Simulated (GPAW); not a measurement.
Input of a GPAW 26.7.0 run:

The input run.py:

```python
import numpy as np
from ase.dft.bandgap import bandgap
from ase.io import read, write
from ase.units import GPa
from gpaw import GPAW, PW
from gpaw.spinorbit import soc_eigenstates

atoms = read('Ge.cif')

calc = GPAW(mode=PW(600),
            xc='MGGA_X_R2SCAN+MGGA_C_R2SCAN',
            kpts={'size': (8, 8, 8), 'gamma': True},
            occupations={'name': 'fermi-dirac', 'width': 0.05},
            nbands=11,
            convergence={'density': 1e-05, 'energy': 1e-05},
            maxiter=150,
            txt='gpaw.txt')
atoms.calc = calc
energy = atoms.get_potential_energy()
forces = atoms.get_forces()
stress = atoms.get_stress()
calc.write('gs.gpw')
write('result.traj', atoms)
print(f'Energy: {energy:.6f} eV')
print('Forces (eV/A):')
print(forces.round(4))
print('Stress (GPa):', (stress / GPa).round(3))
print('Fermi level:', round(calc.get_fermi_level(), 4), 'eV')
print(f'Gap: {bandgap(calc)[0]:.4f} eV, direct: {bandgap(calc, direct=True)[0]:.4f} eV')

path = atoms.cell.bandpath('GXWKGLUWLK,UX', npoints=100, eps=1e-4)
bs_calc = calc.fixed_density(kpts=path, symmetry='off', nbands=21,
                             convergence={'bands': 'CBM+6.0', 'eigenstates': 1e-6}, txt='bands.txt')
bs = bs_calc.band_structure()
bs.write('bs.json')
print(f'Gap on the path: {bandgap(bs_calc)[0]:.4f} eV')

soc = soc_eigenstates(bs_calc, theta=0, phi=0, ignore_xc_potential=True)
np.savetxt('soc_bands.dat', soc.eigenvalues(), fmt='%.4f')
mesh = soc_eigenstates('gs.gpw', theta=0, phi=0, ignore_xc_potential=True)
np.savetxt('soc_mesh.dat', mesh.eigenvalues(), fmt='%.4f')
print('Fermi level with spin-orbit coupling:', round(mesh.fermi_level, 4), 'eV')
```

The input Ge.cif:

```cif
data_Ge
_cell_length_a 4.00068289
_cell_length_b 4.00068289
_cell_length_c 4.00068289
_cell_angle_alpha 60.00000000
_cell_angle_beta 60.00000000
_cell_angle_gamma 60.00000000
_space_group_name_H-M_alt 'P1'
_space_group_name_Hall 'P 1'
_space_group_IT_number 1
loop_
_space_group_symop_operation_xyz
'x,y,z'
loop_
_atom_site_label
_atom_site_type_symbol
_atom_site_symmetry_multiplicity
_atom_site_Wyckoff_symbol
_atom_site_fract_x
_atom_site_fract_y
_atom_site_fract_z
_atom_site_occupancy
Ge1 Ge 1 a 0.7500000000 0.7500000000 0.7500000000 1
Ge2 Ge 1 a 0.5000000000 0.5000000000 0.5000000000 1
```

Potentials or basis: GPAW PAW data sets (gpaw-data 1.2.1), pw.

Launch:

```sh
$ OMP_NUM_THREADS=1 python run.py
```

Problem. What does it give for the band gap along the path?

Solution. 0.36 eV, direct.

Problem. What does it give for the pressure?

Solution. 0.7 GPa.

Problem. What does it give for the band gap on the k mesh?

Solution. 0.36 eV, direct.

Levels at the corners of the path, in eV from the valence-band top:
```csv
point,band 5,band 6,band 7,band 8,band 9,band 10,band 11,band 12
Γ,0.00,0.00,0.00,0.00,0.36,0.36,2.49,2.49
X,-3.32,-3.32,-3.32,-3.32,0.88,0.88,0.88,0.88
W,-4.19,-4.19,-4.11,-4.11,4.54,4.54,4.68,4.68
K,-4.60,-4.60,-2.86,-2.86,1.30,1.30,4.34,4.34
Γ,0.00,0.00,0.00,0.00,0.36,0.36,2.49,2.49
L,-1.67,-1.67,-1.48,-1.48,0.37,0.37,3.86,3.86
U,-4.60,-4.60,-2.86,-2.86,1.30,1.30,4.34,4.34
W,-4.19,-4.19,-4.11,-4.11,4.54,4.54,4.68,4.68
L,-1.67,-1.67,-1.48,-1.48,0.37,0.37,3.86,3.86
K,-4.60,-4.60,-2.86,-2.86,1.30,1.30,4.34,4.34
U,-4.60,-4.60,-2.86,-2.86,1.30,1.30,4.34,4.34
X,-3.32,-3.32,-3.32,-3.32,0.88,0.88,0.88,0.88
```

Caveat: spin-orbit coupling was added after a scalar SCF, so levels and gaps hold it while energy, forces, pressure and moments don't; this program's spin-orbit splittings come out too wide for heavy elements; the PAW data sets were made with another functional, which shifts forces and pressure a little.

**Experimental background.**

“Temperature-dependent photoluminescence in Ge: experiment and theory”, 2020, arxiv:2003.00143 reports, for a bulk crystal of Ge at 0 K: band gap 0.744 eV (indirect).

Measured gap of Ge: 0.744 eV (indirect; 0 K; “Temperature-dependent photoluminescence in Ge: experiment and theory”, 2020, arxiv:2003.00143). This calculation gives 0.36 eV (-0.38 eV). 3 values of this kind are on record (0.666 to 0.807 eV); this one was drawn at random among those near their median. The value is that of r2SCAN, without temperature or zero-point motion.
